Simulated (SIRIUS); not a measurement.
**SnSe under changes of volume**

One of the cells (51.468 Å³/atom); the others are scaled copies at fixed shape and fractional positions:

```
CELL_PARAMETERS angstrom
4.31371 0.00000 0.00000
0.00000 4.31371 0.00000
0.00000 0.00000 11.06348
ATOMIC_POSITIONS crystal
Sn 0.00000 0.50000 0.62777
Sn 0.50000 0.00000 0.37223
Se 0.00000 0.50000 0.38396
Se 0.50000 0.00000 0.61604
```

```yaml
Program: SIRIUS 7.12.0
Functional: PBEsol
Potentials_or_basis: all-electron FP-LAPW
Cutoff: 172 eV
Basis: apw+lo standard
k_mesh: 6 × 6 × 3
Occupations: fermi-dirac, width 0.05 eV
Spin: no spin polarisation
```

```tsv
volume (Å³/atom)	energy over the lowest point (meV/atom)	gap on the mesh (eV)
47.431	5.74	1.40
48.440	0.86	1.42
49.449	0.00	1.45
51.468	8.75	1.49
52.477	?	?
53.486	28.91	1.52
```

Task: What does the run at 52.477 Å³/atom give?

Result: Energy over the lowest point 17.51 meV/atom; gap on the mesh 1.51 eV.

Worked out: A Birch-Murnaghan fit of order 3 (a polynomial in V^(-2/3)) to the other rows has its minimum at 49.16 Å³/atom with B0 = V·E''(V) = 29 GPa and B' = 4.7 at fixed shape and positions, which overstates the stiffness. It gives 17.56 meV/atom at 52.477 Å³/atom, against the run's 17.51. A straight line through the other rows of the gap, of slope 1.02 eV per unit of ln V (its deformation potential), gives 1.51 eV, against the run's 1.51.

Energies are extrapolated to zero smearing.

Caveats: spin-orbit coupling is left out, which moves the levels of the heavy elements.

A mesh can miss the band edges.
